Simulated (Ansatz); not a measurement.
A run of Ansatz 0.2.0 is set up as follows.

File input.yaml:

```yaml
crystal:
  lattice:
    - [0.0, 3.0315, 3.0315]
    - [3.0315, 0.0, 3.0315]
    - [3.0315, 3.0315, 0.0]
  atoms:
    - { symbol: I, position: [0.0, 0.0, 0.0] }
    - { symbol: Cu, position: [0.75, 0.75, 0.75] }
hamiltonian:
  xc: lda
  pseudopotentials: { kind: paw }
kpoints:
  mp_grid: { grid: [8, 8, 8] }
scf:
  occupations: { method: gaussian, width: 0.02 }
output:
  forces: true
  stress: true
  eigenvalues: true
```

Potentials or basis: Ansatz PAW.

Command:

```sh
$ ansatz run input.yaml --threads 2 --pin off --max-ram 5632MiB --backend cpu --events-out ev --progress --plain --runs-dir out
```

Task: Predict the band gap on the k mesh.

Result: 0.94 eV, direct.

Task: Estimate the pressure.

Result: -4.4 GPa.

Caveat: spin-orbit coupling is left out, which moves the levels of the heavy elements; the PAW data sets come from PBE, with cores solved anew for the run's functional, which leaves a small shift of forces and pressure.
